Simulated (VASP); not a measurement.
A run of VASP 6.6.1:

The input INCAR:

```
SYSTEM = BN
PREC     = Accurate       ! precision mode
ENCUT    = 520            ! plane-wave cutoff, eV
EDIFF    = 1E-6           ! SCF threshold, eV
ISMEAR   = 0              ! smearing method
SIGMA    = 0.011          ! smearing width, eV
LREAL    = .FALSE.        ! projectors in reciprocal space
LASPH    = .TRUE.         ! aspherical terms in the spheres
NELM     = 60             ! most SCF steps
ALGO     = Fast           ! electronic algorithm
ISIF     = 2              ! what is computed and relaxed
LWAVE    = .FALSE.        ! write WAVECAR
LCHARG   = .TRUE.         ! write CHGCAR
GGA      = PE             ! functional
LELF     = .TRUE.         ! ELF
LVHAR    = .TRUE.       
NBANDS   = 11             ! bands
```

KPOINTS

```
Automatic mesh
0
G
  13 13 13
  0 0 0
```

POSCAR

```
BN
1.0
    0.0000000000      1.8130010000      1.8130010000
    1.8130010000      0.0000000000      1.8130010000
    1.8130010000      1.8130010000      0.0000000000
N B
1 1
Direct
    0.2500000000      0.2500000000      0.2500000000
    0.0000000000      0.0000000000      0.0000000000
```

Potentials or basis: VASP PAW PBE potentials, release 64 (N, B).

Run with:

```console
$ cat potpaw_PBE.64/N/POTCAR potpaw_PBE.64/B/POTCAR > POTCAR
$ mpirun -np 1 vasp_std > vasp.out
```

Hardware: 1 thread of Intel(R) Xeon(R) Platinum 8259CL CPU @ 2.50GHz (Skylake/Cascade Lake), on a shared host.

Q: Estimate the wall time of this run.

A: Wall time 13 s on 1 thread of Intel(R) Xeon(R) Platinum 8259CL CPU @ 2.50GHz (Skylake/Cascade Lake) (shared host), peak memory 0.12 GiB. Counts: scf iterations 13, k points 84.
